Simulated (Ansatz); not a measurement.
A plane-wave DFT run in Ansatz 0.2.0 (scalar-relativistic PAW potentials unless the input names others): input and command.

```yaml
crystal:
  lattice:
    - [1.8048137541, -1.8048137541, 0.0]
    - [1.8048137541, 0.0, -1.8048137541]
    - [9.6257936761, 6.0159856865, 6.0159856865]
  atoms:
    - { symbol: B, position: [0.73612014, -0.26387986, 0.3958] }
    - { symbol: B, position: [0.18057014, 0.18057014, 0.2291333333] }
    - { symbol: B, position: [0.29167014, 0.29167014, 0.5624666667] }
    - { symbol: B, position: [0.40277014, 0.40277014, 0.8958] }
    - { symbol: B, position: [-0.15277986, -0.15277986, 0.7291333333] }
    - { symbol: B, position: [0.62502014, 0.62502014, 0.0624666667] }
    - { symbol: "N", position: [0.37500764, 0.37500764, 0.4374666667] }
    - { symbol: "N", position: [-0.18054236, -0.18054236, 0.2708] }
    - { symbol: "N", position: [-0.06944236, -0.06944236, 0.6041333333] }
    - { symbol: "N", position: [0.04165764, 0.04165764, 0.9374666667] }
    - { symbol: "N", position: [-0.51389236, -0.51389236, 0.7708] }
    - { symbol: "N", position: [0.26390764, 0.26390764, 0.1041333333] }
basis:
  ecutwfc: 500
  xc_grid: 4
kpoints:
  mp_grid: { grid: [10, 10, 2] }
hamiltonian:
  xc: r2scan
scf:
  occupations: { method: gaussian, width: 0.05 }
output:
  forces: true
  eigenvalues: true
  stress: true
```

```bash
ansatz run input.yaml --threads 2 --pin off --max-ram 5120MiB --backend cpu --events-out ev --progress --plain --runs-dir out
```

Abridged log:
```
Pseudopotentials: kind: paw
Pseudopotential: B, paw, valence charge 3, recommended cutoff 500 eV (meta_gga)
Pseudopotential: N, paw, valence charge 5, recommended cutoff 500 eV (meta_gga)
Functional definition: r2SCAN
Crystal: 12 atoms, lattice volume = 70.547 Å³
Basis set: ecut = 500 eV, 1803 PW (Γ), exchange–correlation on 80×80×384 points (64 copies of the dense FFT grid, shifted against one another)
Bands: 36, of which v1, the nominal top of the filled ones, is band 24 counted from 1 (23 counted from 0)
Symmetry: 2 space group operations
Space group: Cm (ITA 8), of the structure as read, at distance tolerance 4.1e-5 Å
k-points: 62 of 200 (time reversal used)
Initial density: superposition of atomic densities (neutral atoms: chi_scale 0, normalization atom), corrected by the library's trained network
Initial wavefunctions: pseudopotential atomic-orbital guess
Functional: x = r2scan, c = r2scan; τ floored in thin density (d = 2e-4 eV/Å³)
SCF iter   1: F=—  HF=-3260.724574 eV  |F-HF|=—  |Δ(HF+E_count)|=         —  Δρ=1.32e-2  dr2=1.65e-1  dr2_τ=1.91e0  ethr=1.77e-3  ⟨swp⟩=6.2  Hψ=10566  notcnv=0  defer=160
SCF iter   2: F=—  HF=-3261.272820 eV  |F-HF|=—  |Δ(HF+E_count)|=   5.48e-1  Δρ=8.25e-3  dr2=8.42e-2  dr2_τ=3.50e-3  ethr=3.45e-4  ⟨swp⟩=3.4  Hψ=4945  notcnv=0  defer=409
SCF iter   3: F=—  HF=-3261.261195 eV  |F-HF|=—  |Δ(HF+E_count)|=   1.16e-2  Δρ=4.90e-3  dr2=1.76e-2  dr2_τ=5.80e-4  ethr=1.75e-4  ⟨swp⟩=4.2  Hψ=3715  notcnv=0  defer=159
automatic band count: iteration 3 solves 32 bands in place of 36: the levels show a gap, and the empty bands left out lie too high to hold charge; the band table lists the bands solved (type scf.n_extra_bands for more)
SCF iter   4: F=—  HF=-3261.259783 eV  |F-HF|=—  |Δ(HF+E_count)|=   1.41e-3  Δρ=2.27e-3  dr2=3.12e-3  dr2_τ=2.41e-4  ethr=3.66e-5  ⟨swp⟩=2.5  Hψ=3074  notcnv=0  defer=173
SCF iter   5: F=—  HF=-3261.259358 eV  |F-HF|=—  |Δ(HF+E_count)|=   4.24e-4  Δρ=7.23e-4  dr2=2.91e-4  dr2_τ=3.97e-5  ethr=6.49e-6  ⟨swp⟩=2.1  Hψ=2815  notcnv=0  defer=111
automatic band count: iteration 5 solves 31 bands in place of 32: the levels show a gap, and the empty bands left out lie too high to hold charge; the band table lists the bands solved (type scf.n_extra_bands for more)
SCF iter   6: F=—  HF=-3261.259347 eV  |F-HF|=—  |Δ(HF+E_count)|=   1.15e-5  Δρ=2.35e-4  dr2=4.65e-5  dr2_τ=2.70e-6  ethr=6.07e-7  ⟨swp⟩=2.3  Hψ=2708  notcnv=0  defer=111
SCF iter   7: F=—  HF=-3261.259341 eV  |F-HF|=—  |Δ(HF+E_count)|=   5.34e-6  Δρ=9.98e-5  dr2=2.88e-6  dr2_τ=2.03e-7  ethr=9.68e-8  ⟨swp⟩=2.1  Hψ=2559  notcnv=0  defer=111
SCF iter   8: F=—  HF=-3261.259344 eV  |F-HF|=—  |Δ(HF+E_count)|=   2.06e-6  Δρ=2.95e-5  dr2=3.51e-7  dr2_τ=6.50e-8  ethr=6.01e-9  ⟨swp⟩=2.0  Hψ=3248  notcnv=0  defer=111
SCF iter   9: F=-3261.259344 eV  HF=-3261.259344 eV  |F-HF|=7.03e-9  |Δ(HF+E_count)|=   4.45e-8  Δρ=9.07e-6  dr2=2.00e-8  dr2_τ=2.05e-9  ethr=2.08e-10  ⟨swp⟩=12.6  Hψ=9285  notcnv=0
SCF 1 converged in 9 iterations: F = -3261.259344 eV  dr2 = 2.00e-8
SCF converged after 9 iterations
Free energy (F): -3261.259344 eV
Harris-Foulkes:  -3261.259344 eV  (|F-HF|=7.03e-9)
Internal energy: -3261.259344 eV  (E = F + TS)
E sigma→0 (E₀):  -3261.259344 eV
Fermi energy:    13.140114 eV
--- Forces (eV/Å), atoms counted from 1 ---
  atom   1  B      0.14227868     0.14228179     0.14228179
  atom   2  B      0.20932097     0.20937805     0.20937805
  atom   3  B      0.13682165     0.13682313     0.13682313
  atom   4  B     -0.29314691    -0.29343917    -0.29343917
  atom   5  B      0.12026127     0.12025357     0.12025357
  atom   6  B      1.07291827     1.07192079     1.07192079
  atom   7  N     -0.13897921    -0.13896996    -0.13896996
  atom   8  N     -0.13189636    -0.13189149    -0.13189149
  atom   9  N     -0.14026573    -0.14025262    -0.14025262
  atom  10  N     -0.83508078    -0.83427207    -0.83427207
  atom  11  N     -0.21164307    -0.21156915    -0.21156915
  atom  12  N      0.06928310     0.06964384     0.06964384
--- Stress (GPa, compression-positive) ---
       -0.388216       6.125131       6.125131
        6.125131      -0.387709       6.121976
        6.125131       6.121976      -0.387709
  P = ⅓ Tr σ = -0.3879 GPa (-3.879 kbar)
```

Apart from outputs and empty bands, the input differs from a reference run on usual settings in basis.xc_grid: not typed → 4. The reference, at the same geometry (not necessarily relaxed), gave pressure -0.39 GPa, largest force 1.857 eV/Å, gap on the mesh 3.04 eV. This run converged in 9 SCF iterations (reference: 9) with an energy at zero smearing within 0.01 meV/atom of the reference's, pressure -0.39 GPa, largest force 1.857 eV/Å, gap on the mesh 3.04 eV.

Time: 19 s on 2 threads of Arm Neoverse V2, with other jobs on the host, peak memory 0.51 GiB.